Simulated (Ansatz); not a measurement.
# KF, response to strain

Start from KF in the rock salt structure (space group Fm-3m, No. 225; a = 5.318 Å). Axes: x, y, z lie along the cube axes.

Strains are applied to the cell and any free atomic positions relax; under stress the whole cell relaxes.

Computed with plane-wave PAW DFT at the r2SCAN level (Ansatz, a program for electronic structure, 500 eV), no spin-orbit coupling.

```json
[
 {"case": "base", "electron mass": "0.54 mₑ (at Γ)", "volume per atom": "18.80 Å³", "space group": "Fm-3m (No. 225)", "pressure": "0.00 GPa", "band gap": "6.91 eV"},
 {"case": "isotropic strain −5.94 %", "electron mass": "0.52 mₑ (at Γ)", "volume per atom": "15.65 Å³", "space group": "Fm-3m (No. 225)", "pressure": "10.22 GPa", "band gap": "8.01 eV"},
 {"case": "isotropic strain −3.00 %", "electron mass": "0.53 mₑ (at Γ)", "volume per atom": "17.16 Å³", "space group": "Fm-3m (No. 225)", "pressure": "4.04 GPa", "band gap": "7.43 eV"},
 {"case": "isotropic strain −2.09 %", "electron mass": "0.54 mₑ (at Γ)", "volume per atom": "17.65 Å³", "space group": "Fm-3m (No. 225)", "pressure": "2.62 GPa", "band gap": "7.27 eV"},
 {"case": "isotropic strain +4.05 %", "electron mass": "0.56 mₑ (at Γ)", "volume per atom": "21.18 Å³", "space group": "Fm-3m (No. 225)", "pressure": "-3.14 GPa", "band gap": "6.31 eV"},
 {"case": "isotropic strain +4.79 %", "electron mass": "0.56 mₑ (at Γ)", "volume per atom": "21.64 Å³", "space group": "Fm-3m (No. 225)", "pressure": "-3.51 GPa", "band gap": "6.21 eV"},
 {"case": "uniaxial strain ε_yy = −4.32 %", "electron mass": "0.58 mₑ along y, 0.52 mₑ across (at Γ)", "volume per atom": "17.99 Å³", "space group": "I4/mmm (No. 139)", "pressure": "1.96 GPa", "band gap": "7.07 eV"},
 {"case": "uniaxial strain ε_yy = +0.78 %", "electron mass": "0.54 mₑ (at Γ)", "volume per atom": "18.95 Å³", "space group": "I4/mmm (No. 139)", "pressure": "-0.27 GPa", "band gap": "6.86 eV"},
 {"case": "tensor shear ε_yz = +0.99 %", "electron mass": "0.54 mₑ (at Γ)", "volume per atom": "18.80 Å³", "space group": "Immm (No. 71)", "pressure": "-0.01 GPa", "band gap": "6.90 eV"},
 {"case": "uniaxial stress, 1 GPa compression along z", "electron mass": "0.54 mₑ (at Γ)", "volume per atom": "18.64 Å³", "space group": "I4/mmm (No. 139)", "pressure": "–", "band gap": "6.94 eV"}
]
```

Effective masses come from finite differences of ±0.01 Å⁻¹. Beyond what the load breaks, stability against distortions was not tested.
